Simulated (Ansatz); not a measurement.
**Cu under changes of volume**

One of the cells (11.994 Å³/atom); the others are scaled copies at fixed shape and fractional positions:

```xyz
2
Lattice="1.2185 -3.9764 0.0000 1.2185 3.9764 0.0000 0.0000 0.0000 2.4755" Properties=species:S:1:pos:R:3 pbc="T T T"
Cu    1.2185   -2.9118    1.8566
Cu    1.2185    2.9118    0.6189
```

This isn't the form of Cu at room conditions, which is fcc.

| Property | Result |
| --- | --- |
| Program | Ansatz 0.2.0 |
| Functional | r2SCAN |
| Potentials or basis | Ansatz PAW |
| Cutoff | 500 eV (not typed: the program's choice for these potentials) |
| k mesh | 11 × 11 × 11 |
| Occupations | fermi-dirac, width 0.05 eV |
| Spin | no spin polarisation |

```csv
volume (Å³/atom),energy over the lowest point (meV/atom),pressure (GPa),largest force (eV/Å)
11.274,?,?,?
11.514,10.21,6.9,0.069
11.754,2.59,3.4,0.038
11.994,0.00,0.2,0.010
12.234,1.86,-2.6,0.016
12.474,7.64,-5.0,0.040
12.714,16.91,-7.2,0.062
```

Problem. What does the run at 11.274 Å³/atom give?

Solution. Energy over the lowest point 23.48 meV/atom; pressure 10.9 GPa; largest force 0.103 eV/Å.

Worked out: A Birch-Murnaghan fit of order 3 (a polynomial in V^(-2/3)) to the other rows has its minimum at 12.01 Å³/atom with B0 = V·E''(V) = 147 GPa and B' = 5.1 at fixed shape and positions, which overstates the stiffness. It gives 23.51 meV/atom at 11.274 Å³/atom, against the run's 23.48, and -dE/dV = 10.9 GPa, against 10.9.

Energies are extrapolated to zero smearing.

Caveats: the PAW data sets come from PBE, with cores solved anew for the run's functional, which leaves a small shift of forces and pressure.
